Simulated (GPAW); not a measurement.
TiO:

```
Ti O
1.0
     2.70834    0.00000    0.00000
     0.00000    2.70834    0.00000
     0.00000    0.00000    2.70834
Ti O
1 1
Direct
  0.00000 0.00000 0.00000
  0.50000 0.50000 0.50000
```

The cell comes from a database or a generator and needn't be the stable form of this composition.

Base run:

| Property | Result |
| --- | --- |
| Program | GPAW 26.7.0 |
| Functional | LDA |
| Potentials or basis | the program's PAW data sets (release 1.2.1) made for this functional |
| Cutoff | 600 eV |
| Basis | pw |
| k mesh | 7 × 7 × 7 |
| Occupations | gaussian, width 0.05 eV |
| Spin | collinear spin, ferromagnetic start |
| Starting moments | [2.0, 0.0] μB |
| Fixed moment | 2 μB |
| Hubbard terms | Ti d U = 2 eV |

Its results: pressure -8.0 GPa; net moment 2.00 μB per cell; site moments Ti +1.49; O +0.00 μB.

Problem. The run is repeated on the same cell with these changes: fixed moment from 2 μB to none. What comes out?

Solution. Pressure -29.9 GPa; net moment 0.18 μB per cell; site moments Ti +0.13; O +0.01 μB.

Caveats: the cutoff is short for stress and forces, so pressures can be off by a GPa or more; the total moment is fixed, so each spin has its own Fermi level (some runs); a pressure of tens of GPa on the cell as given is suspect, and the run, the potentials or the cell itself is likely at fault (some runs).
